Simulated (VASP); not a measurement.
Wanted: the native input for a VASP 6.6.1 run.

| Item | Value |
| --- | --- |
| Task | relaxation of cell and atoms |
| Functional | PBEsol |
| Potentials or basis | VASP PAW PBE potentials, release 64 (Mg) |
| Cutoff | 600 eV |
| k mesh | 6 × 6 × 4 |
| Occupations | fermi-dirac, width 0.1 eV |
| Spin | no spin polarisation |
| Dipole correction | no |
| Further INCAR settings | ALGO = Fast; EDIFF = 1e-06; IBRION = 2; EDIFFG = -0.01; NSW = 80; ISIF = 8 |

The structure of Mg lies in POSCAR:

```
Mg
1.0
    3.2093000000      0.0000000000      0.0000000000
   -1.6046500000      2.7793350000      0.0000000000
    0.0000000000      0.0000000000      5.2103000000
Mg
2
Direct
    0.3333333333      0.6666666667      0.2500000000
    0.6666666667      0.3333333333      0.7500000000
```

One way to write it, as run:

INCAR

```
SYSTEM = Mg
  ALGO = Fast
  EDIFF = 1E-6
  EDIFFG = -0.01
  ENCUT = 600
  GGA = PS
  IBRION = 2
  ISIF = 8
  ISMEAR = -1
  LASPH = .TRUE.
  LCHARG = .FALSE.
  LREAL = .FALSE.
  LWAVE = .FALSE.
  NELM = 100
  NSW = 80
  PREC = Accurate
  SIGMA = 0.1
```

KPOINTS

```
k-points
0
G
  6 6 4
  0 0 0
```

Potentials or basis: VASP PAW PBE potentials, release 64 (Mg).

The run is started by

```console
$ cat potpaw_PBE.64/Mg/POTCAR > POTCAR
$ mpirun -np 1 vasp_std > vasp.out
```

It gave:

| Quantity | Value |
| --- | --- |
| Relaxed volume | 22.54 Å³/atom |
| Relaxed cell | a = 3.177 Å, b = 3.177 Å, c = 5.157 Å, α = 90.00°, β = 90.00°, γ = 120.00° |
| Space group after relaxing (to 0.05 Å) | P6_3/mmc (No. 194) |
| Energy gained by relaxing | 2.5 meV/atom |
| Ionic steps | 3 |
| Pressure after relaxing | 0.0 GPa |
| Band gap on the k mesh | none (metal or under the smearing width) |

Caveat: the k mesh is coarse (spacing up to 0.38 Å⁻¹), so the values aren't converged; the PAW data sets were made with another functional, which shifts forces and pressure a little.

Wall time 14 s on 1 thread of Intel(R) Xeon(R) Platinum 8488C (Sapphire Rapids), with other jobs on the host, peak memory 0.18 GiB.
